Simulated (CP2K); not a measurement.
Crystal: Rh.

```
CELL_PARAMETERS angstrom
2.68397 0.00000 0.00000
1.34198 2.32438 0.00000
1.34198 0.77479 2.19145
ATOMIC_POSITIONS crystal
Rh 0.00000 0.00000 0.00000
```

Base run:

- Program: CP2K 2026.2
- Functional: PW91
- Potentials or basis: POTENTIAL_UZH Rh GTH-PBE-q17; TZVP-MOLOPT-PBE-GTH basis
- Density cutoff: 9184 eV
- k mesh: 12 × 12 × 12
- Occupations: fermi-dirac, width 0.05 eV
- Spin: no spin polarisation

Its results: band gap on the k mesh none (metal or under the smearing width); pressure 10.4 GPa.

Q: After a change of settings the same cell gave: band gap on the k mesh none (metal or under the smearing width); pressure 5.3 GPa. Which change was it?
A. functional from PW91 to M06-L
B. functional from PW91 to vdW-DF2
C. functional from PW91 to AM05
D. functional from PW91 to LDA

A: A.

Caveats: the potentials were made for another functional, which shifts forces and pressure; the basis of atomic orbitals isn't converged, which shifts pressures, moduli and gaps.

Runs at the PBE level aren't shown here.
